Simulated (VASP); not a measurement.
The system is GaSe.

```
CELL_PARAMETERS angstrom
3.74200 0.00000 0.00000
-1.87100 3.24067 0.00000
0.00000 0.00000 15.91900
ATOMIC_POSITIONS crystal
Ga 0.33333 0.66667 0.17700
Ga 0.66667 0.33333 0.67700
Ga 0.33333 0.66667 0.32300
Ga 0.66667 0.33333 0.82300
Se 0.33333 0.66667 0.60000
Se 0.66667 0.33333 0.10000
Se 0.33333 0.66667 0.90000
Se 0.66667 0.33333 0.40000
```

* Program: VASP 6.6.1
* Task: relaxation of cell and atoms
* Functional: PBE
* Potentials or basis: VASP PAW PBE potentials, release 64 (Ga_d, Se)
* Cutoff: 600 eV
* k mesh: 12 × 12 × 2
* Occupations: gaussian, width 0.03 eV
* Spin: no spin polarisation

At the start: pressure 3.1 GPa; volume 24.13 Å³/atom.

Task: Where does the relaxation end?

Result: Over 14 steps the energy falls by 38.6 meV/atom and the volume is 28.49 Å³/atom (+18.1 %); space group P6_3/mmc (No. 194, to 0.05 Å).

Step by step:
```
step  energy change (eV)  largest force (eV/Å)  pressure (GPa)  volume (Å³)
   1              0.0000                1.2280            3.09       193.04
   2             -0.2224                0.2384           -0.13       206.33
   3             -0.2300                0.2077            0.29       204.05
   4             -0.2443                0.1818            0.00       205.82
   5             -0.2497                0.1545           -0.28       207.73
   6             -0.2553                0.0989            0.22       207.05
   7             -0.2554                0.1100            0.26       206.97
   8             -0.2618                0.1022            0.20       207.84
   9             -0.2776                0.0765            0.18       210.46
  10             -0.2967                0.0218            0.11       215.68
  11             -0.3057                0.1118            0.26       226.06
  12             -0.2505                0.4054           -1.08       237.96
  13             -0.3084                0.0122           -0.03       228.20
  14             -0.3084                0.0039            0.00       227.95
```

Final structure:
```yaml
crystal:
  lattice:
    - [3.81689, 0.00000, 0.00000]
    - [-1.90845, 3.30552, 0.00000]
    - [0.00000, 0.00000, 18.06680]
  atoms:
    - { symbol: Ga, position: [0.33333, 0.66667, 0.18167] }
    - { symbol: Ga, position: [0.66667, 0.33333, 0.68167] }
    - { symbol: Ga, position: [0.33333, 0.66667, 0.31833] }
    - { symbol: Ga, position: [0.66667, 0.33333, 0.81833] }
    - { symbol: Se, position: [0.33333, 0.66667, 0.61671] }
    - { symbol: Se, position: [0.66667, 0.33333, 0.11671] }
    - { symbol: Se, position: [0.33333, 0.66667, 0.88329] }
    - { symbol: Se, position: [0.66667, 0.33333, 0.38329] }
```

Caveat: the volume moved by over 15 % at a fixed basis, so the end points are rough; this functional lacks dispersion, which binds the layers, so the pressure and a relaxed spacing across them are unreliable, and here the layers came unbound; the volume moved by +18 % from the deposited cell, more than functionals usually miss.
